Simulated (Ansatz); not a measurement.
# Σ3 (112) boundary in fcc Ir with Pd (substitutional): structure and resistance, part 2 of 2

How much does the Σ3 (112) boundary in fcc Ir with Pd (substitutional) reflect electrons?

Ansatz 0.2.0; Ansatz plane-wave DFT, PBE, PAW files; relaxation of a bicrystal slab with its lowest layers held; PAW set soft_1 (the session's first sound run).

So far. Step 2 (Relaxing the bicrystal): The largest force component on a free atom ends at 0.014 eV/Å, under the tolerance of 0.03, after 12 steps.

### 3. Transmission across the boundary

Bulk layers of each grain are laid under and over the relaxed boundary, and a lead is named in the middle of each, away from the free faces. The mesh across the current, 24×10, is finer than the density's, because channels open and close sharply across the zone. Energies from -0.1 to 0.1 eV in steps of 0.05 eV are too few for the program's thermal sum, so it prints no conductance; for a metal the transmission near the Fermi level serves, at a fraction of the cost.

This step: Ansatz plane-wave DFT, PBE, PAW files; ballistic transport by layer matching (Landauer), zero bias; boundary relaxed in a short slab, bulk layers laid on; PAW set soft_1 (Ansatz 0.2.0).

System of this step: Σ3 (112) boundary in fcc Ir with Pd (substitutional). The cell holds 55 atoms: 54 Ir and 1 Pd. Cell: a = 2.715 Å, b = 6.650 Å, c = 50.770 Å, α = 90.0°, β = 90.0°, γ = 90.0°. It derives from Ir. Regions: lower grain, 22 atoms (22 Ir); boundary, 15 atoms (14 Ir and 1 Pd); upper grain, 18 atoms (18 Ir). Vacuum lies along c.

The input, input.yaml:

```yaml
crystal:
  lattice:
    - [2.7148657757, 0.0, 0.0]
    - [0.0, 6.6500358706, 0.0]
    - [0.0, 0.0, 50.7699923782]
  atoms:
    - { symbol: Ir, position: [-14.4999999996, 9.6666666665, 0.0787866969] }
    - { symbol: Ir, position: [-13.9999999996, 9.3333333332, 0.094223261] }
    - { symbol: Ir, position: [-13.4999999996, 8.9999999999, 0.1096598251] }
    - { symbol: Ir, position: [-12.9999999997, 8.6666666665, 0.1250963893] }
    - { symbol: Ir, position: [-12.4999999997, 8.3333333332, 0.1405329534] }
    - { symbol: Ir, position: [-11.9999999997, 7.9999999999, 0.1559695175] }
    - { symbol: Ir, position: [-11.4999999997, 7.6666666666, 0.1714060817] }
    - { symbol: Ir, position: [-10.9999999997, 7.3333333332, 0.1868426458] }
    - { symbol: Ir, position: [-10.4999999997, 6.9999999999, 0.2022792099] }
    - { symbol: Ir, position: [-9.9999999998, 6.6666666666, 0.217715774] }
    - { symbol: Ir, position: [-9.4999999998, 6.3333333332, 0.2331523382] }
    - { symbol: Ir, position: [-8.9999999998, 5.9999999999, 0.2485889023] }
    - { symbol: Ir, position: [-8.4999999998, 5.6666666666, 0.2640254664] }
    - { symbol: Ir, position: [-7.9999999998, 5.3333333333, 0.2794620306] }
    - { symbol: Ir, position: [-7.4999999999, 4.9999999999, 0.2948985947] }
    - { symbol: Ir, position: [-6.9999999999, 4.6666666666, 0.3103351588] }
    - { symbol: Ir, position: [-6.4999999999, 4.3333333333, 0.3257717229] }
    - { symbol: Ir, position: [-5.9999999999, 3.9999999999, 0.3412082871] }
    - { symbol: Ir, position: [-5.4999999999, 3.6666666666, 0.3566448512] }
    - { symbol: Ir, position: [-4.9999999999, 3.3333333333, 0.3720814153] }
    - { symbol: Ir, position: [-4.5, 3.0, 0.3875179795] }
    - { symbol: Ir, position: [-4.0, 2.6666666666, 0.4029545436] }
    - { symbol: Ir, position: [0.5, 0.3333333333, 0.4183911077] }
    - { symbol: Ir, position: [0.0, 0.9966833255, 0.4339775041] }
    - { symbol: Ir, position: [0.5, 0.6658026457, 0.449610081] }
    - { symbol: Ir, position: [0.0, 0.333331997, 0.4644090733] }
    - { symbol: Ir, position: [0.5, 0.9988849053, 0.4803611426] }
    - { symbol: Ir, position: [0.0, 0.6626783065, 0.4965199303] }
    - { symbol: Ir, position: [0.5, 0.3341152332, 0.5106651669] }
    - { symbol: Pd, position: [0.0, -0.0022898606, 0.528023954] }
    - { symbol: Ir, position: [0.0, 0.4958695785, 0.5495021196] }
    - { symbol: Ir, position: [0.5, 0.8212291901, 0.5674097078] }
    - { symbol: Ir, position: [0.0, 0.1558172857, 0.5799093271] }
    - { symbol: Ir, position: [0.5, 0.4872174702, 0.5955558527] }
    - { symbol: Ir, position: [0.0, 0.8222663965, 0.6130094487] }
    - { symbol: Ir, position: [0.5, 0.1576387115, 0.6270525274] }
    - { symbol: Ir, position: [0.0, 0.4896245521, 0.6433551488] }
    - { symbol: Ir, position: [-4.5, 2.8229578854, 0.6587917129] }
    - { symbol: Ir, position: [-5.0, 3.1562912187, 0.6742282771] }
    - { symbol: Ir, position: [-5.4999999999, 3.4896245521, 0.6896648412] }
    - { symbol: Ir, position: [-5.9999999999, 3.8229578854, 0.7051014053] }
    - { symbol: Ir, position: [-6.4999999999, 4.1562912187, 0.7205379694] }
    - { symbol: Ir, position: [-6.9999999999, 4.4896245521, 0.7359745336] }
    - { symbol: Ir, position: [-7.4999999999, 4.8229578854, 0.7514110977] }
    - { symbol: Ir, position: [-7.9999999999, 5.1562912187, 0.7668476618] }
    - { symbol: Ir, position: [-8.4999999998, 5.489624552, 0.782284226] }
    - { symbol: Ir, position: [-8.9999999998, 5.8229578854, 0.7977207901] }
    - { symbol: Ir, position: [-9.4999999998, 6.1562912187, 0.8131573542] }
    - { symbol: Ir, position: [-9.9999999998, 6.489624552, 0.8285939183] }
    - { symbol: Ir, position: [-10.4999999998, 6.8229578854, 0.8440304825] }
    - { symbol: Ir, position: [-10.9999999997, 7.1562912187, 0.8594670466] }
    - { symbol: Ir, position: [-11.4999999997, 7.489624552, 0.8749036107] }
    - { symbol: Ir, position: [-11.9999999997, 7.8229578853, 0.8903401749] }
    - { symbol: Ir, position: [-12.4999999997, 8.1562912187, 0.905776739] }
    - { symbol: Ir, position: [-12.9999999997, 8.489624552, 0.9212133031] }
kpoints:
  mp_grid: { grid: [9, 4, 1] }
hamiltonian:
  xc: pbe
  pseudopotentials: { kind: paw, azcp: { folder: soft_1 } }
scf:
  occupations: { method: fermi_dirac, width: 0.1 }
output:
  transmission:
    leads: [[12, 13], [44, 45]]
    kmesh: [24, 10]
    e_range: [-0.1, 0.1]
    de: 0.05
  write_potential: true
  write_density: true
  volumetric_format: npy
  elf: true
```

Run with:

```console
$ ansatz run input.yaml --threads 4 --pin off --max-ram 15360MiB --backend cpu --events-out ev --progress --plain --runs-dir out
```

Numbers of over 12 decimals in the logs are rounded to 6 here.

What it wrote:

```text
[...]
Crystal: 55 atoms, lattice volume = 916.599 Å³
Basis set: ecut = 420 eV, 17959 PW (Γ)
Bands: 562, of which v1, the nominal top of the filled ones, is band 468 counted from 1 (467 counted from 0)
Symmetry: 2 space group operations
[...]
k-points: 15 of 36 (time reversal used)
[...]
SCF iter   1: F=—  HF=-651573.241192 eV  |F-HF|=—  |Δ(HF+E_count)|=         —  Δρ=1.20e-1  dr2=8.39e2  ethr=3.10e-3  ⟨swp⟩=6.3  Hψ=29328  notcnv=0  defer=209
[...]
SCF iter  14: F=-651554.848765 eV  HF=-651554.848765 eV  |F-HF|=1.42e-8  |Δ(HF+E_count)|=   1.47e-8  Δρ=8.41e-7  dr2=1.92e-8  ethr=1.07e-11  ⟨swp⟩=12.3  Hψ=23744  notcnv=0
SCF 1 converged in 14 iterations: F = -651554.848765 eV  dr2 = 1.92e-8
[...]
transmission: 578 of 5772 steps passed
transmission: 1155 of 5772 steps passed
[...]
transmission: 5772 of 5772 steps passed
WARN: The input density's exchange-correlation potential varies sharply where the density is thin. Do not read a vacuum level from v_tot or v_xc, or from such a field of the output density. On a cell that repeats whose density bears no net charge and no dipole along the vacuum's axis use v_es (v_loc + v_h of the components); under efield.dipole_correction with no amplitude use v_es + v_field, which holds any external [...]
SCF converged after 14 iterations
the last check of whether an eigenvalue changes by more than its tolerance under the output density was not made (no_room)
Free energy (F): -651554.848765 eV
[...]
Internal energy: -651553.073997 eV  (E = F + TS)
E sigma→0 (E₀):  -651553.961381 eV
Entropy (-TS):   -1.774768 eV (-32.269 meV/atom)
Fermi energy:    20.970308 eV
[...]
--- Band table (eV; the first three rows and the last of 15) ---
  k-point 0: bands = [... 464 lower, 20.4661, 20.5128, 20.6036, 20.6801, 20.6947, 20.7693, 20.7904, 20.8332, ... 90 higher]
  k-point 1: bands = [... 464 lower, 20.4123, 20.4434, 20.4672, 20.5119, 20.5571, 20.6137, 20.6283, 20.6443, ... 90 higher]
  k-point 2: bands = [... 464 lower, 20.3071, 20.3438, 20.3809, 20.3920, 20.4475, 20.4754, 20.5200, 20.5213, ... 90 higher]
  k-point 14: bands = [... 464 lower, 21.7529, 21.7583, 21.7813, 21.8075, 21.8130, 21.8292, 21.8530, 21.8629, ... 90 higher]
--- Transmission ---
  basis      : 159 plane waves across, 74 finite elements along
  points     : 78, standing for a mesh of 24 x 10
  energies   : 5 from -0.100000 to 0.100000 eV about the Fermi level, 0.050000 eV apart; the leads are filled to 0.000000 eV, and channels, transmission and decay are at 0.000000 eV
  crystal 0  : Ir3, at the sites [12, 13], period 2.3511 Å, over 18.03 Å; its Hamiltonian steps by up to 14.5 meV
    offset         : up to 0.0000 Å between an atom of the period and one for which it stands
    channels       : 4.783333e0 a spin
    conductance    : none, the energies end too early or step too widely for 300 K: set another output.transmission.e_range or a lower de, or, where they end at an eighth of basis.ecutwfc, a higher one
    slowest decay  : 0.0831 /Å at (0.5000, 0.5000)
[...]
channels       : 4.741667e0 a spin
[...]
slowest decay  : 0.0833 /Å at (0.5000, 0.5000)
  junction   : crystal 0 to crystal 1, 12.71 to 37.45 Å
    transmission   : 2.320796e0 a spin
[...]
```

It took 20 min on 4 threads of Arm Neoverse V1, shared host; peak memory 10 GiB; 73 min of CPU time.

Reading the cycles: dr2 is the Hartree energy of the density residual (eV), the measure of convergence; HF is the Harris–Foulkes estimate of the energy, which meets the free energy F at convergence.

This step gave:

| Item | Value |
| --- | --- |
| free energy | -651554.8488 eV |
| energy at zero smearing | -651553.9614 eV |
| Fermi energy | 20.97 eV |
| cell area | 18.05 Å² |
| transmission per spin nearest the Fermi level | 2.321 |
| open channels per spin nearest the Fermi level | 4.783 |
| open channels per spin, upper lead | 4.742 |
| step of the lead's potential | 14.5 meV |
| step of the upper lead's potential | 18 meV |

Per spin. Transmission, zone mean against energy, zero at the Fermi level:

| energy (eV) | transmission, zone mean |
| --- | --- |
| -0.1000 | 2.27 |
| -0.0500 | 2.30 |
| 0.0000 | 2.32 |
| 0.0500 | 2.36 |
| 0.1000 | 2.39 |

Per spin. The open channels, zone mean by energy, zero at the Fermi level:

```
energy (eV)  lead  upper lead
    -0.1000  4.62        4.62
    -0.0500  4.69        4.72
     0.0000  4.78        4.74
     0.0500  4.83        4.78
     0.1000  4.83        4.82
```

Transmission over k1 and k2. At 0.0000 eV from the Fermi level.

Values, 10 rows by 16 columns, each cell a mean:
```
0.84 1.10 1.32 1.69 2.35 2.08 1.89 1.80 1.49 2.03 1.81 2.16 2.29 1.33 1.43 0.88
2.29 1.93 1.55 2.21 2.23 1.95 2.25 2.72 2.83 2.66 2.03 1.94 2.46 1.83 1.67 2.05
2.94 2.36 2.43 2.44 2.50 2.15 3.12 2.74 2.71 2.84 2.82 2.26 2.50 2.49 2.31 2.53
3.44 2.89 2.93 2.62 3.14 2.87 3.03 3.15 2.90 3.03 2.98 2.96 2.95 2.73 2.85 3.17
3.54 3.37 2.90 2.52 2.85 3.77 3.11 2.47 3.03 2.48 3.54 3.79 2.42 2.53 3.14 3.47
3.44 2.89 2.93 2.62 3.14 2.87 3.03 3.15 2.90 3.03 2.98 2.96 2.95 2.73 2.85 3.17
2.94 2.36 2.43 2.44 2.50 2.15 3.12 2.74 2.71 2.84 2.82 2.26 2.50 2.49 2.31 2.53
2.29 1.93 1.55 2.21 2.23 1.95 2.25 2.72 2.83 2.66 2.03 1.94 2.46 1.83 1.67 2.05
0.84 1.10 1.32 1.69 2.35 2.08 1.89 1.80 1.49 2.03 1.81 2.16 2.29 1.33 1.43 0.88
0.12 0.67 1.14 1.99 2.65 2.37 1.15 0.93 0.90 0.89 1.62 2.48 2.64 1.43 1.12 0.52
```
Columns: k1 (b1) from -0.5 to 0.458; rows upwards: k2 (b2) from -0.5 to 0.4.

Open channels over k1 and k2. At 0.0000 eV from the Fermi level.

Ten even steps from '0' (0.00) to '9' (8.00):
```
523533555565556555533532
555555555667776655555555
766965555877877855556966
776975666789898766657967
777965577867976877556977
776975666789898766657967
766965555877877855556966
555555555667776655555555
523533555565556555533532
022225555555555555552222
```
Columns: k1 (b1) from -0.5 to 0.458; rows upwards: k2 (b2) from -0.5 to 0.4.

ELF in the cb plane at fractional x = 0.000, with atoms of Ir and Pd within 0.2 Å of it. It is the smooth field of the valence electrons, not physical close to the nuclei.

Ten even steps from '0' (0.16) to '9' (0.59), each cell a mean:
```
42334332488994223443135236312332333443100133
21123333368862112333214565223333237998322233
10012223433331001232222321134433249789433443
20013555333332001245432100134433259888333443
32226998523333211599852100234321148886233332
43337968723344332797883221233210023344322320
43326989732334332688983423554210123233344320
33334787521123332478853337997311233332699841
22234322210012223433222249779423343323877952
35543333310024554332222249888323343324988842
89983233332238998323333336885233332113788633
98795233443249779523344432344422321002333343
78896223433238889523444321145444321002333334
57873111333335787311233210123689841123333258
33332000222243333210011100123887962234433279
33332101245543333210003442124987952334332389
23333222499962333321026545223689722333211268
33344332597883233442145225312233333223100123
```
Columns run along c (16.0 Å, from fractional 0.36 to 0.68 of the cell), rows up along b (6.7 Å). Atoms in or near the plane, at fractional coordinates: Ir at (0.37, 0.33), Ir at (0.40, 0.67), Ir at (0.43, 0.00), Ir at (0.46, 0.33), Ir at (0.50, 0.66), Pd at (0.53, 0.00), Ir at (0.55, 0.50), Ir at (0.58, 0.16), Ir at (0.61, 0.82), Ir at (0.64, 0.49), Ir at (0.67, 0.16).

Valence density in the cb plane at fractional x = 0.000, with atoms of Ir and Pd within 0.2 Å of it. It is the smooth field of the valence electrons, not physical close to the nuclei.

Ten even steps from '0' (0 e/Å³) to '9' (14 e/Å³), each cell a mean:
```
00000000035520000000003883000000000000000000
00000000012210000000001221000000002331000000
00000000000000000000000000000000014653000000
00000010000000000001000000000000003652000000
00001343100000000024310000000000001321000000
00001565200000000146520000000000000000000000
00001454100000000146410000110000000000000000
00000121000000000012200001341000000000133200
00000000000000000000000003663000000000366310
01100000000000110000000003553000000000356300
14420000000002442000000001221000000000123100
36641000000003664000000000000000000000000000
25531000000002553000000000000000000000000000
02210000000001221000000000000133200000000012
00000000000000000000000000000256410000000025
00000000001000000000000110000256410000000025
00000000024310000000002552000123100000000002
00000000146630000000004994000000000000000000
```
Columns run along c (16.0 Å, from fractional 0.36 to 0.68 of the cell), rows up along b (6.7 Å). Atoms in or near the plane, at fractional coordinates: Ir at (0.37, 0.33), Ir at (0.40, 0.67), Ir at (0.43, 0.00), Ir at (0.46, 0.33), Ir at (0.50, 0.66), Pd at (0.53, 0.00), Ir at (0.55, 0.50), Ir at (0.58, 0.16), Ir at (0.61, 0.82), Ir at (0.64, 0.49), Ir at (0.67, 0.16).

Electrostatic potential energy in the cb plane at fractional x = 0.000, with atoms of Ir and Pd within 0.2 Å of it. With pseudopotentials it is smooth inside the atoms' cores, unlike the true potential.

Ten even steps from '0' (-55 eV) to '9' (23 eV), each cell a mean:
```
79999999620037999999973114799999998678999999
99999999853368999999996446999999974125899999
99999999987889999999999889999999961002799999
99998656899999999876689999999999961002799999
99996212589999999621259999999999984225899999
99984000489999998400038999999999998778999999
99985101489999998510048997668999999999866899
99997434799999999742379984114899999998522479
99999888999999999987899962002699999997200169
86578999999997657999999972002799999997200269
41137999999984113799999985335899999998522489
20015999999972001699999998778999999999877899
30026999999973002799999999999876799999999987
63358999999986335899999999998521379999999962
88789999999998878999999999997300169999999840
99999999976689999999998778997300169999999840
89999999731148999999985335898632479999999963
79999999610027999999973003799877899999999997
```
Columns run along c (16.0 Å, from fractional 0.36 to 0.68 of the cell; values clipped at the 3rd and 97th percentile), rows up along b (6.7 Å). Atoms in or near the plane, at fractional coordinates: Ir at (0.37, 0.33), Ir at (0.40, 0.67), Ir at (0.43, 0.00), Ir at (0.46, 0.33), Ir at (0.50, 0.66), Pd at (0.53, 0.00), Ir at (0.55, 0.50), Ir at (0.58, 0.16), Ir at (0.61, 0.82), Ir at (0.64, 0.49), Ir at (0.67, 0.16).

Over the solved energies the transmission per spin lies between 2.27 and 2.39, out of 4.75 channels of the lead on average (up to 4.83).

### 4. Specific resistance

This step: Ansatz plane-wave DFT, PBE, PAW files; ballistic transport by layer matching (Landauer), zero bias; specific resistance of the boundary; PAW set soft_1 (Ansatz 0.2.0).

This step gave:

| Quantity | Value |
| --- | --- |
| area resistance | 0.5096 fΩ m² |
| T over the leads' mean channel count | 0.4907 |

Averaged over the energies near the Fermi level, 49.1 % of the channels pass, which makes 0.510 fΩ m².

By hand, with T and the leads' channels N averaged over the energies near the Fermi level: RA = A (h/2e²)(1/T − ½[1/N₁ + 1/N₂]) = 18.05×10⁻²⁰ m² × 12 906 Ω × (1/2.328 − ½[1/4.752 + 1/4.738]) = 0.510 fΩ m².

### 5. What came out

```json
{
 "specific resistance of the boundary": "0.510 fΩ m²",
 "share of channels that pass": "0.491"
}
```

**Reading.** The boundary has a specific resistance of 0.51 fΩ m². The boundary reflects 51 % of the channels; 0.51 fΩ m² is 5.1×10⁻¹² Ω·cm². One Pd in 18.1 Å² of boundary is a high coverage. In the relaxation the upper grain slid sideways by about 1.2 Å, so the result belongs to the position that it found, not to the starting one. Each plane of this narrow cell holds one atom, so the solute fills a whole plane. One starting structure was relaxed; another shift or atom count at the boundary may lie lower. Spin-orbit coupling is left out, which matters for Ir.

[Logs are printed without paths, hosts, clocks, repeated set-up lines and the standing remarks that a program may print on its own settings, such as how far it seeks lower states.]

[Hosts, paths, dates, database ids (printed as entryN), source tags and the programs' standing remarks are cut or masked in the printed files.]
